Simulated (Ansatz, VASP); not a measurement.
# HfO2 in VASP and in Ansatz

```xyz
3
Lattice="0.0000 2.4027 2.5924 2.4027 0.0000 2.5924 2.4027 2.4027 0.0000" Properties=species:S:1:pos:R:3 pbc="T T T"
Hf    0.0000    0.0000    0.0000
O     1.2014    1.2014    1.2962
O     3.6041    3.6041    3.8886
```

Change from the starting cell: strain -0.050 along x and y, +0.025 along z, atoms carried along.

Alike in both runs: task single point; functional r2SCAN; k mesh 8 × 8 × 8; occupations gaussian, width 0.05 eV; no spin polarisation.

|  | VASP | Ansatz |
| --- | --- | --- |
| version | VASP 6.6.1 | Ansatz 0.2.0 |
| potentials or method | VASP PAW PBE potentials, release 64 (Hf_pv, O) | scalar-relativistic, plane waves, PAW |
| plane-wave cutoff (eV) | 520 | 500 |
| valence electrons in the cell | 22 | 38 |

```csv
,VASP,Ansatz,Ansatz less VASP
gap on the k mesh at the Fermi level (eV),3.52,3.49,-0.023
least direct gap on the mesh (eV),3.89,3.87,-0.026
pressure (GPa),20.4,25.0,+4.68
largest component of the traceless stress (GPa),28.35,27.79,-0.557
```

The two sets of potentials don't hold the same shells in valence.

Caveats: so large a pressure means that the cell lies far from this level's equilibrium, or that cutoff or potentials fall short (VASP); the potentials were made for another functional, which shifts forces and pressure (VASP); spin-orbit coupling is left out, which moves the levels of the heavy elements. A k mesh can miss the band edges.
